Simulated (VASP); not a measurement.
**Ni: relaxation of cell and atoms with PBE**

Crystal: Ni.

```
Ni
1.0
     0.00000    1.73757    1.73757
     1.73757    0.00000    1.73757
     1.73757    1.73757    0.00000
Ni
1
Direct
  0.00000 0.00000 0.00000
```

```
Program                : VASP 6.6.1
Task                   : relaxation of cell and atoms
Functional             : PBE
Potentials or basis    : VASP PAW PBE potentials, release 64 (Ni)
Cutoff                 : 580 eV
k mesh                 : 13 × 13 × 13
Occupations            : fermi-dirac, width 0.05 eV
Spin                   : collinear spin, ferromagnetic start
Starting moments       : [1.0] μB
Further INCAR settings : ALGO = Normal; EDIFF = 1e-06; IBRION = 2; EDIFFG = -0.01; NSW = 40; ISIF = 3
```

* Relaxed volume: 10.88 Å³/atom
* Relaxed cell: a = 2.487 Å, b = 2.487 Å, c = 2.487 Å, α = 60.00°, β = 60.00°, γ = 60.00°
* Space group after relaxing (to 0.05 Å): Fm-3m (No. 225)
* Energy gained by relaxing: 9.2 meV/atom
* Ionic steps: 3
* Pressure after relaxing: 0.0 GPa
* Band gap on the k mesh: none (metal or under the smearing width)
* Net moment: 0.63 μB per cell
* Site moments: Ni +0.64 μB
* Valence electrons inside the program's atomic spheres: Ni 9.31

Step by step:
```
step  energy change (eV)  largest force (eV/Å)  pressure (GPa)  volume (Å³)
   1              0.0000                0.0000            7.88        10.49
   2             -0.0002                0.0000           -6.67        11.29
   3             -0.0092                0.0000           -0.01        10.88
```

Final structure:
```
CELL_PARAMETERS angstrom
0.00000 1.75888 1.75888
1.75888 0.00000 1.75888
1.75888 1.75888 0.00000
ATOMIC_POSITIONS crystal
Ni 0.00000 0.00000 0.00000
```

Levels at points of the mesh, in eV from the Fermi level:
Spin up:
| k point | band 2 | band 3 | band 4 | band 5 | band 6 | band 7 | band 8 | band 9 |
| --- | --- | --- | --- | --- | --- | --- | --- | --- |
| (0.00, 0.00, 0.00) | -2.44 | -2.44 | -2.44 | -1.26 | -1.26 | 23.71 | 27.58 | 27.58 |
Spin down:
| k point | band 3 | band 4 | band 5 | band 6 | band 7 | band 8 |
| --- | --- | --- | --- | --- | --- | --- |
| (0.00, 0.00, 0.00) | -1.68 | -1.68 | -0.68 | -0.68 | 23.56 | 27.56 |

It took 31 s on 1 thread of Intel(R) Xeon(R) Platinum 8488C (Sapphire Rapids), on a shared host, peak memory 0.14 GiB.
